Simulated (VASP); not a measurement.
Output of a VASP run:

**OSZICAR**
```
...
DAV:   6    -0.170410735648E+02    0.10716E-05   -0.48601E-06  1704   0.256E-02    0.406E-03
DAV:   7    -0.170410737279E+02   -0.16317E-06   -0.11845E-06   944   0.980E-03
   2 F= -.17041074E+02 E0= -.17041074E+02  d E =-.224715E-01
       N       E                     dE             d eps       ncg     rms          rms(c)
DAV:   1    -0.170219019468E+02    0.19172E-01   -0.20297E+01  1248   0.430E+01    0.181E+00
DAV:   2    -0.170594298810E+02   -0.37528E-01   -0.46755E-01  1736   0.650E+00    0.142E+00
DAV:   3    -0.170579039651E+02    0.15259E-02   -0.88825E-03  1744   0.727E-01    0.806E-01
DAV:   4    -0.170574517775E+02    0.45219E-03   -0.19113E-03  1864   0.472E-01    0.120E-01
DAV:   5    -0.170575009039E+02   -0.49126E-04   -0.31068E-04  1448   0.147E-01    0.339E-02
DAV:   6    -0.170574964491E+02    0.44548E-05   -0.22557E-05  1744   0.574E-02    0.850E-03
DAV:   7    -0.170574972687E+02   -0.81962E-06   -0.57479E-06  1424   0.204E-02
   3 F= -.17057497E+02 E0= -.17057497E+02  d E =-.388950E-01
       N       E                     dE             d eps       ncg     rms          rms(c)
DAV:   1    -0.170574554823E+02    0.40967E-04   -0.67039E-02  1248   0.247E+00    0.102E-01
DAV:   2    -0.170575712270E+02   -0.11574E-03   -0.14583E-03  1736   0.365E-01    0.797E-02
DAV:   3    -0.170575666199E+02    0.46071E-05   -0.24695E-05  1736   0.375E-02    0.436E-02
DAV:   4    -0.170575652679E+02    0.13520E-05   -0.62842E-06  1736   0.269E-02    0.482E-03
DAV:   5    -0.170575653939E+02   -0.12595E-06   -0.92392E-07   824   0.813E-03
   4 F= -.17057565E+02 E0= -.17057565E+02  d E =-.389631E-01
       N       E                     dE             d eps       ncg     rms          rms(c)
DAV:   1    -0.170575263162E+02    0.38952E-04   -0.16749E-02  1248   0.124E+00    0.511E-02
DAV:   2    -0.170575555042E+02   -0.29188E-04   -0.36551E-04  1744   0.183E-01    0.398E-02
DAV:   3    -0.170575544130E+02    0.10911E-05   -0.63114E-06  1720   0.189E-02    0.220E-02
DAV:   4    -0.170575540931E+02    0.31988E-06   -0.15114E-06  1032   0.137E-02
   5 F= -.17057554E+02 E0= -.17057554E+02  d E =-.389518E-01
       N       E                     dE             d eps       ncg     rms          rms(c)
DAV:   1    -0.170575957300E+02   -0.41317E-04   -0.14601E-01  1248   0.335E+00    0.623E-02
DAV:   2    -0.170578156996E+02   -0.21997E-03   -0.23451E-03  1488   0.425E-01    0.524E-02
DAV:   3    -0.170578073312E+02    0.83685E-05   -0.16414E-05  1864   0.372E-02    0.357E-02
DAV:   4    -0.170578006148E+02    0.67164E-05   -0.22518E-05  1768   0.527E-02    0.453E-03
DAV:   5    -0.170578010260E+02   -0.41121E-06   -0.37809E-06  1288   0.155E-02
   6 F= -.17057801E+02 E0= -.17057801E+02  d E =-.246933E-03
       N       E                     dE             d eps       ncg     rms          rms(c)
DAV:   1    -0.170574409425E+02    0.35967E-03   -0.36117E-01  1248   0.527E+00    0.970E-02
DAV:   2    -0.170579877760E+02   -0.54683E-03   -0.58252E-03  1480   0.669E-01    0.820E-02
DAV:   3    -0.170579673557E+02    0.20420E-04   -0.41174E-05  1896   0.585E-02    0.560E-02
DAV:   4    -0.170579507344E+02    0.16621E-04   -0.55065E-05  1768   0.824E-02    0.734E-03
DAV:   5    -0.170579517713E+02   -0.10370E-05   -0.93097E-06  1280   0.244E-02    0.373E-03
DAV:   6    -0.170579516486E+02    0.12271E-06   -0.26068E-07   672   0.661E-03
   7 F= -.17057952E+02 E0= -.17057952E+02  d E =-.397555E-03
```

File OUTCAR:
```
------------------------ aborting loop because EDIFF is reached ----------------------------------------
  FORCE on cell =-STRESS in cart. coord.  units (eV):
  Direction    XX          YY          ZZ          XY          YZ          ZX
  --------------------------------------------------------------------------------------
  Total        0.7123225      0.7123582      0.7122998     -0.0003718      0.0000000      0.0000000
  in kB       23.3971673     23.3983399     23.3964192     -0.0122134      0.0000000      0.0000000
  external PRESSURE =      23.3973088 kB  Pullay stress =       0.0000000 kB
  volume of cell :       48.78
      direct lattice vectors                 reciprocal lattice vectors
     0.000000000  2.900000000  2.900000000    -0.172413793  0.172413793  0.172413793
     2.900000000  0.000000000  2.900000000     0.172413793 -0.172413793  0.172413793
     2.900000000  2.900000000  0.000000000     0.172413793  0.172413793 -0.172413793
 POSITION                                       TOTAL-FORCE (eV/Angst)
 -----------------------------------------------------------------------------------
      0.04030      2.91725      2.90000        -0.002144     -0.003604      0.000000
      1.48985      1.46638      1.45009         0.001072      0.001802     -0.000558
      4.38985      4.36638      4.34991         0.001072      0.001802      0.000558
 -----------------------------------------------------------------------------------
    total drift:                               -0.000166     -0.001103      0.000001
  FREE ENERGIE OF THE ION-ELECTRON SYSTEM (eV)
  ---------------------------------------------------
  free  energy   TOTEN  =       -17.0579516486 eV

  energy  without entropy=      -17.0579516486  energy(sigma->0) =      -17.05795165

 reached required accuracy - stopping structural energy minimisation
```
(Selected blocks of OUTCAR.)

### POSCAR
```
SrF2
1
    0.0000000000     2.9000000000     2.9000000000
    2.9000000000     0.0000000000     2.9000000000
    2.9000000000     2.9000000000     0.0000000000
Sr F
1 2
Direct
 -0.0120689655   0.0120689655   0.0293103448
  0.2500000000   0.2500000000   0.2500000000
  0.7500000000   0.7500000000   0.7500000000
```

Question: Write an INCAR and KPOINTS that could have produced this output.

Answer: This is not unique; one that fits is the input of the run itself, PBE GGA, plane waves, VASP's PBE PAW potentials (set 64).

**INCAR**
```
# general
SYSTEM  = SrF2
PREC    = Accurate
ENCUT   = 520
LREAL   = .FALSE.   # projection in real space or not
LASPH   = .TRUE.   # aspherical one-centre terms

# electronic loop
EDIFF   = 1E-6   # SCF stop (eV)
NELM    = 100
ALGO    = Normal   # blocked Davidson
LMAXMIX = 4   # l cut-off of mixed one-centre charges

# smearing
ISMEAR  = 0   # Gaussian
SIGMA   = 0.05

# functional
GGA     = PE   # PBE

# ions
IBRION  = 2   # conjugate gradients
NSW     = 40   # most ionic steps
ISIF    = 2   # forces and stress, cell fixed
EDIFFG  = -0.01

# output
LWAVE   = .FALSE.
LCHARG  = .FALSE.
```

File KPOINTS:
```
Automatic mesh
0
Gamma
5 5 5
0 0 0
```

POTCAR, in this order: Sr_sv F (PBE.64 set). Program: vasp_std.

The compound is SrF2 in the fluorite structure. In the starting cell atoms are displaced from their ideal sites. This run relaxes the ions in a fixed cell. Symmetry was kept, so distortions that lower it aren't found.
